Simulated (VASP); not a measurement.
# TePb: how numerical settings change the zone-centre modes

Aim: test the modes of TePb against the numerical settings. The starting structure is a measured crystal structure from the Crystallography Open Database.

Main program and level: VASP 6.6.1; Kohn-Sham DFT with plane waves and PAW; LDA.

## (1) The structure

It takes space group Fm-3m (No. 225, cubic). Conventional cell: a = 6.462 Å, b = 6.462 Å, c = 6.462 Å, α = 90.00°, β = 90.00°, γ = 90.00°. Nearest to Pb lie 6 Te at 3.23 Å. Nearest to Te lie 6 Pb at 3.23 Å. Farther neighbours and most contacts between anions are not listed.

As a file:

```cif
data_structure
_symmetry_space_group_name_H-M 'P 1'
_symmetry_Int_Tables_number 1
_cell_length_a 4.5693
_cell_length_b 4.5693
_cell_length_c 4.5693
_cell_angle_alpha 60.000
_cell_angle_beta 60.000
_cell_angle_gamma 60.000
_cell_volume 67.46
loop_
_atom_site_label
_atom_site_type_symbol
_atom_site_fract_x
_atom_site_fract_y
_atom_site_fract_z
_atom_site_occupancy
Pb1 Pb 0.00000 0.00000 0.00000 1
Te2 Te 0.50000 0.50000 0.50000 1
```

## (2) Reference modes

The cell comes from a relaxation at this level, not shown (65.11 Å³).

The input, INCAR:

```
SYSTEM = TePb
PREC = Accurate
ENCUT = 450
EDIFF = 1E-08
NELM = 100
ISMEAR = 0
SIGMA = 0.03
LREAL = .FALSE.
ALGO = Normal
GGA = CA
NBANDS = 16
LORBIT = 11
LWAVE = .FALSE.
LCHARG = .FALSE.
KPAR = 2
IBRION = 8
LEPSILON = .TRUE.
ISIF = 2
```

The input, POSCAR:

```
TePb
1.0
    0.0000000000      3.1930516729      3.1930516729
    3.1930516729      0.0000000000      3.1930516729
    3.1930516729      3.1930516729      0.0000000000
Pb Te
1 1
Direct
    0.0000000000      0.0000000000      0.0000000000
    0.5000000000      0.5000000000      0.5000000000
```

The input, KPOINTS:

```
Automatic mesh
0
Gamma
6 6 6
0 0 0
```

Potentials, in the order of the species: Pb_d and Te (LDA family, release 64).

The run is started by

```
$ mpirun -np 2 vasp_std
```

The program printed:

```text
[banner, memory and clock lines left out]
running    2 mpi-ranks, on    1 nodes
 distrk:  each k-point on    1 cores,    2 groups
 distr:  one band on    1 cores,    1 groups

 POSCAR found type information on POSCAR PbTe
 POSCAR found :  2 types and       2 ions
 LDA part: xc-table for (Slater(with rela. corr.)+CA(PZ))
 , standard interpolation
 POSCAR, INCAR and KPOINTS ok, starting setup
 FFT: planning ... GRIDC
 FFT: planning ... GRID_SOFT
 FFT: planning ... GRID
 WAVECAR not read
 entering main loop
       N       E                     dE             d eps       ncg     rms          rms(c)
DAV:   1     0.143128214958E+03    0.14313E+03   -0.84555E+03   512   0.108E+03
DAV:   2     0.462495796448E+00   -0.14267E+03   -0.13942E+03   552   0.293E+02
DAV:   3    -0.866652846506E+01   -0.91290E+01   -0.91064E+01   680   0.795E+01
DAV:   4    -0.888885390772E+01   -0.22233E+00   -0.22229E+00   664   0.149E+01
DAV:   5    -0.889277078781E+01   -0.39169E-02   -0.39169E-02   752   0.155E+00    0.369E+00
DAV:   6    -0.878445106998E+01    0.10832E+00   -0.23750E-01   736   0.379E+00    0.233E+00
DAV:   7    -0.877673919042E+01    0.77119E-02   -0.65622E-02   664   0.136E+00    0.907E-01
DAV:   8    -0.877607547660E+01    0.66371E-03   -0.72041E-03   656   0.851E-01    0.123E-01
DAV:   9    -0.877603336476E+01    0.42112E-04   -0.78875E-04   800   0.270E-01    0.321E-02
DAV:  10    -0.877602822583E+01    0.51389E-05   -0.50593E-05   672   0.568E-02    0.236E-02
DAV:  11    -0.877602878952E+01   -0.56369E-06   -0.15491E-05   688   0.259E-02    0.102E-02
DAV:  12    -0.877602883534E+01   -0.45825E-07   -0.10818E-06   616   0.836E-03    0.758E-03
DAV:  13    -0.877602880979E+01    0.25551E-07   -0.47432E-08   696   0.154E-03    0.318E-03
DAV:  14    -0.877602878939E+01    0.20402E-07   -0.10845E-07   696   0.329E-03    0.364E-04
DAV:  15    -0.877602878988E+01   -0.49295E-09   -0.72147E-09   440   0.575E-04
   1 F= -.87760288E+01 E0= -.87760288E+01  d E =-.623608E-22
 Linear response reoptimize wavefunctions to high precision
DAV:   1    -0.877602878983E+01    0.54342E-10   -0.53104E-10   400   0.190E-04
 Linear response G [H, r] |phi>, progress :
  Direction:   1
       N       E                     dE             d eps       ncg     rms
RMM:   1    -0.853854495182E+02   -0.85385E+02    0.27918E+02   759   0.121E+02
RMM:   2    -0.834744917128E+02    0.19110E+01   -0.14508E+01   915   0.245E+01
RMM:   3    -0.839298362065E+02   -0.45534E+00   -0.16514E+00   952   0.883E+00
RMM:   4    -0.839597557423E+02   -0.29920E-01   -0.29835E-01   935   0.370E+00
RMM:   5    -0.839758564980E+02   -0.16101E-01   -0.86531E-02   917   0.143E+00
RMM:   6    -0.839761841879E+02   -0.32769E-03   -0.68069E-03   924   0.479E-01
RMM:   7    -0.839762549553E+02   -0.70767E-04   -0.11671E-03   904   0.173E-01
RMM:   8    -0.839762395872E+02    0.15368E-04   -0.27915E-04   963   0.855E-02
RMM:   9    -0.839762394948E+02    0.92368E-07   -0.85584E-05   933   0.346E-02
RMM:  10    -0.839762399686E+02   -0.47381E-06   -0.32234E-05   912   0.140E-02
RMM:  11    -0.839762402327E+02   -0.26413E-06   -0.47211E-09   843   0.627E-03
RMM:  12    -0.839762402482E+02   -0.15418E-07    0.22250E-05   799   0.318E-03
RMM:  13    -0.839762399529E+02    0.29523E-06   -0.12678E-05   731   0.192E-03
RMM:  14    -0.839762398627E+02    0.90266E-07    0.13151E-05   703   0.137E-03
RMM:  15    -0.839762394742E+02    0.38848E-06   -0.18239E-05   657   0.110E-03
RMM:  16    -0.839762394184E+02    0.55745E-07   -0.78118E-06   629   0.950E-04
RMM:  17    -0.839762391188E+02    0.29966E-06   -0.18775E-05   581   0.863E-04
RMM:  18    -0.839762393004E+02   -0.18162E-06   -0.39633E-06   595   0.811E-04
RMM:  19    -0.839762394254E+02   -0.12501E-06   -0.23363E-06   587   0.795E-04
RMM:  20    -0.839762393896E+02    0.35858E-07   -0.98989E-06   570   0.786E-04
 Linear response G [H, r] |phi>, progress :
  Direction:   2
       N       E                     dE             d eps       ncg     rms
RMM:   1    -0.899231558656E+02   -0.89923E+02    0.18446E+02   759   0.120E+02
RMM:   2    -0.100740027228E+03   -0.10817E+02   -0.13576E+01   901   0.245E+01
RMM:   3    -0.101274608052E+03   -0.53458E+00   -0.17973E+00   952   0.911E+00
RMM:   4    -0.101308037313E+03   -0.33429E-01   -0.26814E-01   926   0.355E+00
RMM:   5    -0.101322817204E+03   -0.14780E-01   -0.53465E-02   915   0.130E+00
RMM:   6    -0.101321947015E+03    0.87019E-03   -0.85707E-03   931   0.550E-01
RMM:   7    -0.101322076436E+03   -0.12942E-03   -0.10573E-03   927   0.197E-01
RMM:   8    -0.101322088634E+03   -0.12198E-04   -0.30247E-04   959   0.872E-02
RMM:   9    -0.101322091441E+03   -0.28077E-05   -0.10409E-04   945   0.323E-02
RMM:  10    -0.101322090552E+03    0.88974E-06   -0.11260E-04   922   0.159E-02
RMM:  11    -0.101322089994E+03    0.55720E-06   -0.76783E-05   864   0.707E-03
RMM:  12    -0.101322089931E+03    0.63783E-07   -0.60456E-05   823   0.403E-03
RMM:  13    -0.101322089856E+03    0.75162E-07   -0.61676E-05   753   0.258E-03
RMM:  14    -0.101322090756E+03   -0.90058E-06    0.74145E-05   729   0.198E-03
RMM:  15    -0.101322089422E+03    0.13345E-05    0.35916E-06   688   0.170E-03
RMM:  16    -0.101322088157E+03    0.12645E-05    0.15187E-05   636   0.154E-03
RMM:  17    -0.101322092952E+03   -0.47953E-05   -0.63101E-05   592   0.145E-03
[...]
RMM:   1    -0.613566499691E+01   -0.61357E+01   -0.43261E+01  1611   0.560E+00
RMM:   2    -0.674602776519E+01   -0.61036E+00   -0.10935E-01  1679   0.177E+00    0.374E+00
RMM:   3    -0.662587422573E+01    0.12015E+00   -0.11969E-01  1517   0.249E+00    0.208E+00
RMM:   4    -0.674865390350E+01   -0.12278E+00   -0.14160E-01  1664   0.242E+00    0.292E-01
RMM:   5    -0.678216450334E+01   -0.33511E-01   -0.13639E-02  1702   0.821E-01    0.798E-02
RMM:   6    -0.679242576101E+01   -0.10261E-01   -0.17020E-03  1719   0.287E-01    0.394E-02
RMM:   7    -0.679411993046E+01   -0.16942E-02   -0.38597E-04  1718   0.125E-01    0.209E-02
RMM:   8    -0.679448093905E+01   -0.36101E-03   -0.37597E-05  1721   0.408E-02    0.209E-02
RMM:   9    -0.679452904178E+01   -0.48103E-04   -0.11399E-05  1682   0.231E-02    0.913E-03
RMM:  10    -0.679454820477E+01   -0.19163E-04   -0.19728E-05  1652   0.181E-02    0.111E-03
RMM:  11    -0.679454136640E+01    0.68384E-05   -0.35514E-05  1809   0.556E-03    0.353E-04
RMM:  12    -0.679454456209E+01   -0.31957E-05    0.31472E-06  1774   0.219E-03    0.528E-04
RMM:  13    -0.679453863568E+01    0.59264E-05   -0.42933E-06  1699   0.899E-04    0.199E-04
RMM:  14    -0.679454305988E+01   -0.44242E-05   -0.46426E-06  1739   0.472E-04    0.703E-05
RMM:  15    -0.679454319743E+01   -0.13755E-06    0.20984E-07  1662   0.200E-04    0.193E-05
RMM:  16    -0.679454354270E+01   -0.34527E-06   -0.58049E-07  1257   0.107E-04    0.108E-05
RMM:  17    -0.679454323679E+01    0.30591E-06   -0.19275E-07   665   0.613E-05    0.565E-06
 change of polarisation eV/A/(eV/A) component  2 :     2.871    13.056    -0.715
 dielectric tensor                  component  2 :     7.980    37.286    -1.987
 Linear response to external field, progress :
  Direction:   3
       N       E                     dE             d eps       ncg     rms          rms(c)
RMM:   1    -0.613565689086E+01   -0.61357E+01   -0.43261E+01  1613   0.560E+00
RMM:   2    -0.674601842488E+01   -0.61036E+00   -0.10936E-01  1679   0.177E+00    0.374E+00
RMM:   3    -0.662586480551E+01    0.12015E+00   -0.11968E-01  1519   0.249E+00    0.208E+00
RMM:   4    -0.674864436660E+01   -0.12278E+00   -0.14159E-01  1661   0.242E+00    0.292E-01
RMM:   5    -0.678215409994E+01   -0.33510E-01   -0.13638E-02  1698   0.821E-01    0.798E-02
RMM:   6    -0.679241738730E+01   -0.10263E-01   -0.17019E-03  1718   0.287E-01    0.394E-02
RMM:   7    -0.679411037340E+01   -0.16930E-02   -0.38714E-04  1717   0.125E-01    0.209E-02
RMM:   8    -0.679447135417E+01   -0.36098E-03   -0.42622E-05  1720   0.408E-02    0.209E-02
RMM:   9    -0.679451893964E+01   -0.47585E-04    0.20908E-06  1682   0.230E-02    0.911E-03
RMM:  10    -0.679453867907E+01   -0.19739E-04   -0.16519E-05  1652   0.181E-02    0.111E-03
RMM:  11    -0.679453179240E+01    0.68867E-05   -0.42860E-06  1798   0.556E-03    0.353E-04
RMM:  12    -0.679453499253E+01   -0.32001E-05    0.36712E-05  1772   0.220E-03    0.529E-04
RMM:  13    -0.679452907942E+01    0.59131E-05    0.46478E-06  1712   0.901E-04    0.199E-04
RMM:  14    -0.679453348832E+01   -0.44089E-05   -0.60585E-08  1739   0.472E-04    0.700E-05
RMM:  15    -0.679453365018E+01   -0.16186E-06    0.11947E-07  1681   0.201E-04    0.192E-05
RMM:  16    -0.679453397181E+01   -0.32163E-06   -0.19693E-06  1233   0.105E-04    0.108E-05
RMM:  17    -0.679453367828E+01    0.29353E-06   -0.23821E-08   680   0.631E-05    0.586E-06
 change of polarisation eV/A/(eV/A) component  3 :     0.310    -0.063    13.056
 dielectric tensor                  component  3 :     0.862    -0.176    37.286
 Linear response DOF=           2
 Linear response progress:
  Degree of freedom:   1/  2
       N       E                     dE             d eps       ncg     rms          rms(c)
RMM:   1    -0.335623753087E+00   -0.33562E+00   -0.22331E-01  1342   0.504E+00
RMM:   2    -0.337392497122E+00   -0.17687E-02   -0.69714E-03  1513   0.774E-01    0.610E-02
RMM:   3    -0.337258150034E+00    0.13435E-03   -0.76359E-04  1642   0.221E-01    0.351E-02
RMM:   4    -0.337001110191E+00    0.25704E-03   -0.71452E-05  1624   0.761E-02    0.332E-03
RMM:   5    -0.337003381309E+00   -0.22711E-05   -0.12224E-05  1697   0.245E-02    0.160E-03
RMM:   6    -0.337006243932E+00   -0.28626E-05   -0.13317E-06  1695   0.811E-03    0.769E-04
RMM:   7    -0.337006180232E+00    0.63700E-07   -0.21785E-07  1685   0.289E-03    0.214E-04
RMM:   8    -0.337006228751E+00   -0.48519E-07   -0.41453E-08  1670   0.109E-03    0.416E-05
RMM:   9    -0.337006446822E+00   -0.21807E-06   -0.23538E-08  1768   0.499E-04    0.108E-05
RMM:  10    -0.337006602742E+00   -0.15592E-06   -0.12211E-08  1739   0.239E-04    0.979E-06
RMM:  11    -0.337006579235E+00    0.23507E-07   -0.92877E-09  1746   0.122E-04    0.589E-06
RMM:  12    -0.337006581372E+00   -0.21364E-08   -0.78696E-09  1796   0.779E-05    0.540E-06
 first order change of Fermi-energy   0.82893E-01
 force on displaced ion       1 direction 1 :  -0.363   0.000   0.000
 Born effective charge ion    1 direction 1 :   5.635   0.000   0.000
 Linear response progress:
  Degree of freedom:   2/  2
       N       E                     dE             d eps       ncg     rms          rms(c)
RMM:   1    -0.506843807773E-01   -0.50684E-01    0.43767E-02  1970   0.932E-01
RMM:   2    -0.492106467313E-01    0.14737E-02   -0.10724E-03  1690   0.308E-01    0.532E-02
RMM:   3    -0.496425546373E-01   -0.43191E-03   -0.81050E-04  1817   0.138E-01    0.491E-02
RMM:   4    -0.497972733861E-01   -0.15472E-03   -0.48203E-05  1721   0.440E-02    0.252E-02
RMM:   5    -0.499217552371E-01   -0.12448E-03   -0.12173E-05  1730   0.229E-02    0.333E-03
RMM:   6    -0.499182178794E-01    0.35374E-05   -0.10228E-06  1797   0.819E-03    0.174E-03
RMM:   7    -0.499160047643E-01    0.22131E-05   -0.11867E-07  1707   0.238E-03    0.437E-04
RMM:   8    -0.499166441767E-01   -0.63941E-06   -0.16195E-08  1787   0.824E-04    0.326E-04
RMM:   9    -0.499165039397E-01    0.14024E-06   -0.29634E-09  1846   0.335E-04    0.254E-04
RMM:  10    -0.499162333246E-01    0.27062E-06   -0.93046E-10  1798   0.120E-04    0.309E-05
RMM:  11    -0.499161934993E-01    0.39825E-07   -0.17413E-09  1865   0.501E-05    0.128E-05
RMM:  12    -0.499162006859E-01   -0.71866E-08   -0.41178E-09  1589   0.212E-05    0.372E-06
 first order change of Fermi-energy  -0.77323E-01
 force on displaced ion       2 direction 1 :  -0.352   0.000   0.000
 Born effective charge ion    2 direction 1 :  -5.699   0.000   0.000
 Born effective charges drift removed
 Linear response finished
```

The job ended after 71 s (2 MPI ranks of AMD EPYC 9R45, shared host; peak memory 0.41 GiB).

Lines that name or quote the potential files are left out of all logs, and their timing lines are given in words.

Parts of OUTCAR (step 2):

```text
ion  position               nearest neighbor table
   1  0.000  0.000  0.000-   2 3.19   2 3.19   2 3.19   2 3.19   2 3.19   2 3.19
   2  0.500  0.500  0.500-   1 3.19   1 3.19   1 3.19   1 3.19   1 3.19   1 3.19

  LATTYP: Found a face centered cubic cell.
 ALAT       =     6.3861033458

 Subroutine GETGRP returns: Found 48 space group operations
 (whereof 48 operations were pure point group operations)

The static configuration has the point symmetry O_h .

 Found     16 irreducible k-points:

   k-points           NKPTS =     16   k-points in BZ     NKDIM =     16   number of bands    NBANDS=     16

   dimension x,y,z NGX =    32 NGY =   32 NGZ =   32
   dimension x,y,z NGXF=    64 NGYF=   64 NGZF=   64

   ENCUT  =  450.0 eV  33.07 Ry    5.75 a.u.   7.81  7.81  7.81*2*pi/ulx,y,z

   NELECT =      20.0000    total number of electrons

 k-points in reciprocal lattice and weights: Automatic mesh
   0.00000000  0.00000000  0.00000000       0.005
   0.16666667  0.00000000  0.00000000       0.037
   0.33333333  0.00000000  0.00000000       0.037
   0.50000000  0.00000000  0.00000000       0.019
   0.16666667  0.16666667  0.00000000       0.028
   0.33333333  0.16666667  0.00000000       0.111
   0.50000000  0.16666667  0.00000000       0.111
  -0.33333333  0.16666667  0.00000000       0.111
  -0.16666667  0.16666667  0.00000000       0.056
[...]
-0.33333333  0.33333333  0.16666667       0.111
  -0.33333333  0.50000000  0.16666667       0.056

 average (electrostatic) potential at core
       1 -91.3326       2 -88.8138

  Total        0.0014130      0.0014130      0.0014130      0.0000000      0.0000000      0.0000000
  in kB        0.0347703      0.0347703      0.0347703      0.0000000      0.0000000      0.0000000
  external PRESSURE =       0.0347703 kB  Pullay stress =       0.0000000 kB

  energy-cutoff  :      450.00
  volume of cell :       65.11
      direct lattice vectors                 reciprocal lattice vectors
     0.000000000  3.193051673  3.193051673    -0.156590012  0.156590012  0.156590012
     3.193051673  0.000000000  3.193051673     0.156590012 -0.156590012  0.156590012
     3.193051673  3.193051673  0.000000000     0.156590012  0.156590012 -0.156590012

 POSITION                                       TOTAL-FORCE (eV/Angst)
 -----------------------------------------------------------------------------------
      0.00000      0.00000      0.00000         0.000000      0.000000     -0.000000
      3.19305      3.19305      3.19305         0.000000     -0.000000      0.000000
 -----------------------------------------------------------------------------------
    total drift:                                0.000000     -0.000000     -0.000000

 MACROSCOPIC STATIC DIELECTRIC TENSOR (including local field effects in DFT)
 ------------------------------------------------------
          37.285817    -0.000000    -0.000000
          -0.000000    37.285817     0.000000
          -0.000000    -0.000000    37.285817
 ------------------------------------------------------

 PIEZOELECTRIC TENSOR (including local field effects)  for field in x, y, z        (C/m^2)
          XX          YY          ZZ          XY          YZ          ZX
  --------------------------------------------------------------------------------
  x     0.00000     0.00000     0.00000     0.00000     0.00000     0.00000
  y     0.00000     0.00000     0.00000     0.00000     0.00000     0.00000
  z     0.00000     0.00000     0.00000     0.00000     0.00000     0.00000

 BORN EFFECTIVE CHARGES (including local field effects) (in |e|, cummulative output)
 ---------------------------------------------------------------------------------
 ion    1
    1     5.66695     0.00000     0.00000
    2     0.00000     5.66695     0.00000
    3     0.00000     0.00000     5.66695
 ion    2
    1    -5.66695     0.00000     0.00000
    2     0.00000    -5.66695     0.00000
    3     0.00000     0.00000    -5.66695

 Eigenvectors and eigenvalues of the dynamical matrix
 ----------------------------------------------------

   1 f  =    1.050045 THz     6.597626 2PiTHz   35.025724 cm-1     4.342634 meV
             X         Y         Z           dx          dy          dz
      0.000000  0.000000  0.000000     0.623039   -0.000000    0.000000
      3.193052  3.193052  3.193052    -0.782191    0.000000    0.000000

   2 f  =    1.050045 THz     6.597626 2PiTHz   35.025724 cm-1     4.342634 meV
             X         Y         Z           dx          dy          dz
      0.000000  0.000000  0.000000    -0.000000   -0.623039    0.000000
      3.193052  3.193052  3.193052     0.000000    0.782191    0.000000

   3 f  =    1.050045 THz     6.597626 2PiTHz   35.025724 cm-1     4.342634 meV
             X         Y         Z           dx          dy          dz
      0.000000  0.000000  0.000000     0.000000    0.000000   -0.623039
      3.193052  3.193052  3.193052     0.000000    0.000000    0.782191

   4 f/i=    0.007613 THz     0.047836 2PiTHz    0.253951 cm-1     0.031486 meV
             X         Y         Z           dx          dy          dz
      0.000000  0.000000  0.000000     0.000000    0.000000    0.782191
      3.193052  3.193052  3.193052     0.000000    0.000000    0.623039

   5 f/i=    0.007613 THz     0.047836 2PiTHz    0.253951 cm-1     0.031486 meV
             X         Y         Z           dx          dy          dz
      0.000000  0.000000  0.000000    -0.726892   -0.288877    0.000000
      3.193052  3.193052  3.193052    -0.578992   -0.230100    0.000000

   6 f/i=    0.007613 THz     0.047836 2PiTHz    0.253951 cm-1     0.031486 meV
             X         Y         Z           dx          dy          dz
      0.000000  0.000000  0.000000    -0.288877    0.726892    0.000000
      3.193052  3.193052  3.193052    -0.230100    0.578992    0.000000

 MACROSCOPIC STATIC DIELECTRIC TENSOR IONIC CONTRIBUTION
 ------------------------------------------------------
         249.622296     0.000000    -0.000000
           0.000000   249.622296     0.000000
          -0.000000     0.000000   249.622296
 ------------------------------------------------------

 ELASTIC MODULI CONTR FROM IONIC RELAXATION (kBar)
 Direction    XX          YY          ZZ          XY          YZ          ZX
 --------------------------------------------------------------------------------
 XX           0.0000      0.0000      0.0000      0.0000      0.0000      0.0000
 YY           0.0000      0.0000      0.0000      0.0000      0.0000      0.0000
 ZZ           0.0000      0.0000      0.0000      0.0000      0.0000      0.0000
 XY           0.0000      0.0000      0.0000      0.0000      0.0000      0.0000
 YZ           0.0000      0.0000      0.0000      0.0000      0.0000      0.0000
 ZX           0.0000      0.0000      0.0000      0.0000      0.0000      0.0000
 --------------------------------------------------------------------------------

 PIEZOELECTRIC TENSOR IONIC CONTR  for field in x, y, z        (C/m^2)
          XX          YY          ZZ          XY          YZ          ZX
  --------------------------------------------------------------------------------
  x     0.00000     0.00000     0.00000     0.00000     0.00000     0.00000
  y     0.00000     0.00000     0.00000     0.00000     0.00000     0.00000
  z     0.00000     0.00000     0.00000     0.00000     0.00000     0.00000
```

Energies printed during the response cycles are not total energies of the cell.

Reference: the zone-centre mode is T1u 35.0 cm⁻¹.

(Continued in part 2 of 2.)

[Lines on the potential files, build, host, timing and source positions are cut from VASP's logs without a mark.]

[Logs are printed without paths, hosts, clocks, repeated set-up lines and the standing remarks that a program may print on its own settings, such as how far it seeks lower states.]

[Hosts, paths, dates, database ids (printed as entryN), source tags and the programs' standing remarks are cut or masked in the printed files.]
